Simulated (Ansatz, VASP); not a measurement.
Two plane-wave programs on Si4N

```
Si N
1.0
     3.34840    1.93320    1.79050
    -3.34840    1.93320    1.79050
     0.00000   -3.86640    1.79050
Si N
4 1
Cartesian
  1.8349 -1.0594 2.8439
  0.0000 2.1187 2.8439
  -1.8349 -1.0594 2.8439
  0.0000 0.0000 1.7327
  0.0000 0.0000 -0.0452
```

Alike in both runs: functional PBE; k mesh 6 × 6 × 6; occupations gaussian, width 0.1 eV; no spin polarisation.

Ansatz relaxed the structure, and its values are those at the end. VASP's run is a single point on that final structure, the one shown.

|  | VASP | Ansatz |
| --- | --- | --- |
| version | VASP 6.6.1 | Ansatz 0.2.0 |
| potentials or method | VASP PAW PBE potentials, release 64 (Si, N) | scalar-relativistic, plane waves, PAW |
| plane-wave cutoff (eV) | 520 | 420 |
| valence electrons in the cell | 21 | 21 |

Ansatz gave:

- gap on the k mesh at the Fermi level (eV): none
- pressure (GPa): 0.1
- rms of the force components (eV/Å): 0.003

**Question.** Estimate VASP's values.

**Answer.** gap on the k mesh at the Fermi level (eV): none; pressure (GPa): 0.0; rms of the force components (eV/Å): 0.003.

A gap of «none» marks a metal or a gap that the smearing closes. The functional is the same, so the differences come from potentials, cutoffs and numerics.
